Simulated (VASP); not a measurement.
# NbH (I4/mmm) in VASP: single point with LDA

Aim: the single point of NbH with LDA.

All numbers are computed with VASP 6.6.1; they aren't measurements. Logs are shortened: lines on timing, memory, paths and dates and some standing lists are left out, and cuts for length are marked.

## 1. Starting point

It takes space group I4/mmm (No. 139, tetragonal). The conventional cell has a = 3.214 Å, b = 3.214 Å, c = 3.969 Å, α = 90.00°, β = 90.00°, γ = 90.00°. Nb (site symmetry 4/mmm) is surrounded by 6 H at 1.98 to 2.27 Å. H (site symmetry 4/mmm) has 6 Nb at 1.98 to 2.27 Å as nearest neighbours.

The cell comes from a database or a generator and needn't be the stable form of this composition.

## 2. Single point, LDA

Contents of INCAR:

```
PREC = Accurate ; ENCUT = 520
EDIFF = 1E-6 ; ISMEAR = 0
SIGMA = 0.1 ; LREAL = F
LASPH = T ; NELM = 100
ALGO = Fast ; ISIF = 2
LWAVE = F ; LCHARG = F
NBANDS = 14
```

Contents of KPOINTS:

```
Automatic mesh
0
Gamma
  8 8 8
```

Contents of POSCAR:

```
NbH
1.0
   -1.6069640000      1.6069640000      1.9843010000
    1.6069640000     -1.6069640000      1.9843010000
    1.6069640000      1.6069640000     -1.9843010000
Nb H
1 1
Direct
    0.0000000000      0.0000000000      0.0000000000
    0.5000000000      0.5000000000      0.0000000000
```

Potentials or basis: VASP PAW LDA potentials, release 64 (Nb_sv, H).

Launch:

```sh
> cat potpaw_LDA.64/Nb_sv/POTCAR potpaw_LDA.64/H/POTCAR > POTCAR
> mpirun -np 1 vasp_std > vasp.out
```

OUTCAR:

```text
PREC = Accurate
   ENCUT = 520
   EDIFF = 1E-6
   ISMEAR = 0
   LREAL = F
   LASPH = T
   NELM = 100
   ISIF = 2

 ion  position               nearest neighbor table
   1  0.000  0.000  0.000-
   2  0.500  0.500  0.000-

  LATTYP: Found a body centered tetragonal cell.
 ALAT       =     3.2139280000
 C/A-ratio  =     1.2348135988

  Lattice vectors:

 A1 = (  -1.6069640000,   1.6069640000,   1.9843010000)
 A2 = (   1.6069640000,  -1.6069640000,   1.9843010000)
 A3 = (   1.6069640000,   1.6069640000,  -1.9843010000)

Analysis of symmetry for initial positions (statically):
=====================================================================
 Subroutine PRICEL returns:
 Original cell was already a primitive cell.

 Routine SETGRP: Setting up the symmetry group for a
 body centered tetragonal supercell.

 Subroutine GETGRP returns: Found 16 space group operations
 (whereof 16 operations were pure point group operations)
 out of a pool of 16 trial point group operations.

The static configuration has the point symmetry D_4h.

Analysis of symmetry for dynamics (positions and initial velocities):
=====================================================================
 Subroutine PRICEL returns:
 Original cell was already a primitive cell.

 Routine SETGRP: Setting up the symmetry group for a
 body centered tetragonal supercell.

 Subroutine GETGRP returns: Found 16 space group operations
 (whereof 16 operations were pure point group operations)
 out of a pool of 16 trial point group operations.

The dynamic configuration has the point symmetry D_4h.

 Subroutine INISYM returns: Found 16 space group operations
 (whereof 16 operations are pure point group operations),
 and found     1 'primitive' translations

----------------------------------------------------------------------------------------

                                     Primitive cell

  volume of cell :      20.4965

  direct lattice vectors                    reciprocal lattice vectors
    -1.606964000  1.606964000  1.984301000     0.000000000  0.311145738  0.251977901
     1.606964000 -1.606964000  1.984301000     0.311145738  0.000000000  0.251977901
     1.606964000  1.606964000 -1.984301000     0.311145738  0.311145738  0.000000000

  length of vectors
     3.016971504  3.016971504  3.016971504     0.400380485  0.400380485  0.440026523

  position of ions in fractional coordinates (direct lattice)
     0.000000000  0.000000000  0.000000000
     0.500000000  0.500000000  0.000000000

  ion indices of the primitive-cell ions
   primitive index   ion index
                 1           1
                 2           2

----------------------------------------------------------------------------------------

 KPOINTS: Automatic mesh

Automatic generation of k-mesh.
 Grid dimensions read from file:
 generate k-points for:    8    8    8

 Generating k-lattice:

  Cartesian coordinates                     Fractional coordinates (reciprocal lattice)
     0.000000000  0.038893217  0.031497238     0.125000000  0.000000000  0.000000000
     0.038893217  0.000000000  0.031497238     0.000000000  0.125000000  0.000000000
     0.038893217  0.038893217  0.000000000     0.000000000  0.000000000  0.125000000

  Length of vectors
     0.050047561  0.050047561  0.055003315

  Shift w.r.t. Gamma in fractional coordinates (k-lattice)
     0.000000000  0.000000000  0.000000000

 Subroutine IBZKPT returns following result:
 ===========================================

 Found     59 irreducible k-points:

 Following reciprocal coordinates:
            Coordinates               Weight
  0.000000  0.000000  0.000000      1.000000
  0.125000  0.000000  0.000000      8.000000
  0.250000  0.000000  0.000000      8.000000
  0.375000  0.000000  0.000000      8.000000
  0.500000  0.000000  0.000000      4.000000
  0.125000  0.125000  0.000000      8.000000
[... 16 lines left out ...]
  0.250000  0.125000  0.125000     16.000000
  0.375000  0.125000  0.125000      8.000000
 [... further k-points ...]
   k-points           NKPTS =     59   k-points in BZ     NKDIM =     59   number of bands    NBANDS=     14
   number of dos      NEDOS =    301   number of ions     NIONS =      2
   total plane-waves  NPLWV =  13824
   dimension x,y,z NGX =    24 NGY =   24 NGZ =   24
   dimension x,y,z NGXF=    48 NGYF=   48 NGZF=   48
   ions per type =               1   1
   NGX,Y,Z   is equivalent  to a cutoff of  13.22, 13.22, 13.22 a.u.
   NGXF,Y,Z  is equivalent  to a cutoff of  26.45, 26.45, 26.45 a.u.
 SYSTEM =  unknown system
   PREC   = accura    normal or accurate (medium, high low for compatibility)
   ISTART =      0    job   : 0-new  1-cont  2-samecut
   ICHARG =      2    charge: 1-file 2-atom 10-const
   ISPIN  =      1    spin polarized calculation?
   LNONCOLLINEAR =      F non collinear calculations
   LSORBIT =      F    spin-orbit coupling
   LASPH  =      T    aspherical Exc in radial PAW
   ENCUT  =  520.0 eV  38.22 Ry    6.18 a.u.   5.61  5.61  5.61*2*pi/ulx,y,z
   NELM   =    100;   NELMIN=  2; NELMDL= -5     # of ELM steps
   EDIFF  = 0.1E-05   stopping-criterion for ELM
   LREAL  =      F    real-space projection
   EDIFFG = 0.1E-04   stopping-criterion for IOM
   NSW    =      0    number of steps for IOM
   IBRION =     -1    ionic relax: 0-MD 1-quasi-New 2-CG
   NFREE  =      0    steps in history (QN), initial steepest desc. (CG)
   ISIF   =      2    stress and relaxation
   ISYM   =      2    0-nonsym 1-usesym 2-fastsym
   POTIM  = 0.5000    time-step for ionic-motion
   TEBEG  =    0.0;   TEEND  =   0.0 temperature during run
   PSTRESS=    0.0 pullay stress
   NELECT =      14.0000    total number of electrons
   NUPDOWN=      -1.0000    fix difference up-down
   EMIN   =  10.00;   EMAX   =-10.00  energy-range for DOS
   EFERMI =   0.00;   METHOD = LEGACY
   ISMEAR =     0;   SIGMA  =   0.10  broadening in eV -4-tet -1-fermi 0-gaus
   EFERMI_NEDOS =   21; number of points for ismear=-14 and -15
   IALGO  =     68    algorithm
   IMIX   =      4    mixing-type and parameters
     AMIX     =   0.40;   BMIX     =  1.00
     AMIX_MAG =   1.60;   BMIX_MAG =  1.00
  volume/ion in A,a.u.               =      10.25        69.16
  Fermi-wavevector in a.u.,A,eV,Ry     =   1.441753  2.724518 28.281778  2.078652
  Thomas-Fermi vector in A             =   2.560350
   LORBIT       =      0    0 simple, 1 ext, 2 COOP (PROOUT), +10 PAW based schemes
   GGA     = CA    functional components
   LHFCALC =     F    Hartree Fock is set to
   AEXX    =    0.0000 exact exchange contribution
   IVDW    =     0    specifies the selected vdW correction
   LEPSILON=     F    determine dielectric tensor
   LRPA    =     F    only Hartree local field effects (RPA)
 non-spin polarized calculation
 RMM-DIIS sequential band-by-band and
 Gauss-broadening in eV      SIGMA  =   0.10
  energy-cutoff  :      520.00
  volume of cell :       20.50
 maximum number of plane-waves:       561
 NGX is ok and might be reduce to    24
   NGX = 11   NGY = 11   NGZ = 11

 number of electron      13.9999999 magnetization

 Free energy of the ion-electron system (eV)
  ---------------------------------------------------
  ext. energy  EPLUGINS =         0.00000000
  ---------------------------------------------------
  free energy    TOTEN  =       -15.12292777 eV

  energy without entropy =      -15.11871825  energy(sigma->0) =      -15.12082301

 E-fermi :  10.8350     XC(G=0): -12.6069

 val. band max:       10.7790502926   @ k =   0.3750   0.3750   0.1250
 cond. band min:      10.8411496330   @ k =  -0.3750   0.3750   0.0000
 fundamental gap:      0.0620993404
 Fermi energy:        10.8349999601

 k-point     1 :       0.0000    0.0000    0.0000
  band No.  band energies     occupation
      1     -43.9891      2.00000
      2     -19.7278      2.00000
      3     -19.7006      2.00000
      4     -19.7006      2.00000
      5       1.2984      2.00000
      6      10.1356      2.00000
      7      10.1356      2.00000
      8      11.4661      0.00000
      9      11.7158      0.00000
     10      12.6264      0.00000
     11      20.8292      0.00000
     12      22.2723      0.00000
     13      23.2123      0.00000
     14      23.2123      0.00000

 k-point     2 :       0.1250    0.0000    0.0000
  band No.  band energies     occupation
      1     -43.9675      2.00000
      2     -19.8695      2.00000
      3     -19.7318      2.00000
      4     -19.7203      2.00000
      5       1.7796      2.00000
      6       9.9490      2.00000
      7      10.2591      2.00000
      8      11.3689      0.00000
      9      11.6957      0.00000
     10      12.4294      0.00000
     11      19.0862      0.00000
     12      23.2214      0.00000
     13      24.1716      0.00000
     14      24.7353      0.00000

 k-point     3 :       0.2500    0.0000    0.0000
  band No.  band energies     occupation
      1     -43.9150      2.00000
      2     -20.2313      2.00000
      3     -19.8063      2.00000
      4     -19.7350      2.00000
      5       3.0477      2.00000
      6       8.9961      2.00000
      7       9.9542      2.00000
      8      11.2968      0.00000
      9      12.5438      0.00000
     10      12.6554      0.00000
     11      17.2281      0.00000
     12      24.5219      0.00000
     13      26.6336      0.00000
     14      26.9673      0.00000
[... 324 lines left out ...]
 k-point    23 :       0.2500    0.1250    0.1250
  band No.  band energies     occupation
      1     -43.8431      2.00000
      2     -20.5047      2.00000
      3     -20.0113      2.00000
      4     -19.8643      2.00000
      5       4.6121      2.00000
      6       8.0800      2.00000
      7       9.0379      2.00000
      8      11.7009      0.00000
      9      13.4080      0.00000
     10      15.0057      0.00000
     11      18.0249      0.00000
     12      21.4416      0.00000
     13      23.5303      0.00000
     14      27.4693      0.00000

 k-point    24 :       0.3750    0.1250    0.1250
  band No.  band energies     occupation
      1     -43.8262      2.00000
      2     -20.5635      2.00000
      3     -20.0777      2.00000
      4     -19.8794      2.00000
      5       5.1555      2.00000
      6       7.6339      2.00000
      7       9.3001      2.00000
      8      11.3770      0.00000
      9      13.9775      0.00000
     10      15.3409      0.00000
     11      18.4835      0.00000
     12      19.7930      0.00000
     13      23.4854      0.00000
     14      27.3371      0.00000

 [... further k-points ...]

------------------------ aborting loop because EDIFF is reached ----------------------------------------

  FORCE on cell =-STRESS in cart. coord.  units (eV):
  Direction    XX          YY          ZZ          XY          YZ          ZX
  --------------------------------------------------------------------------------------
  -------------------------------------------------------------------------------------
  Total       -1.5637235     -1.5637235     -1.1160123      0.0000000      0.0000000      0.0000000
  in kB     -122.2336316   -122.2336316    -87.2368004      0.0000000      0.0000000      0.0000000
  external PRESSURE =    -110.5680212 kB  Pullay stress =       0.0000000 kB

 VOLUME and BASIS-vectors are now :
 -----------------------------------------------------------------------------
  energy-cutoff  :      520.00
  volume of cell :       20.50
      direct lattice vectors                 reciprocal lattice vectors
    -1.606964000  1.606964000  1.984301000     0.000000000  0.311145738  0.251977901
     1.606964000 -1.606964000  1.984301000     0.311145738  0.000000000  0.251977901
     1.606964000  1.606964000 -1.984301000     0.311145738  0.311145738  0.000000000

 POSITION                                       TOTAL-FORCE (eV/Angst)
 -----------------------------------------------------------------------------------
      0.00000      0.00000      0.00000         0.000000     -0.000000      0.000000
      0.00000      0.00000      1.98430        -0.000000      0.000000     -0.000000
 -----------------------------------------------------------------------------------
    total drift:                               -0.000000      0.000000     -0.000000

  FREE ENERGIE OF THE ION-ELECTRON SYSTEM (eV)
  ---------------------------------------------------
  free  energy   TOTEN  =       -15.1229277749 eV

  energy  without entropy=      -15.1187182453  energy(sigma->0) =      -15.12082301
```

It took 18 s on 1 thread of AMD EPYC 9R45 (Zen 5), shared host; peak memory 0.1 GiB.

Results:

- Free energy: -15.1229 eV
- Pressure: -11.1 GPa
- Band gap on the k mesh: none (metal or under the smearing width)

Stress tensor (GPa, compression positive):
```
-12.22   0.00   0.00
  0.00 -12.22   0.00
  0.00   0.00  -8.72
```
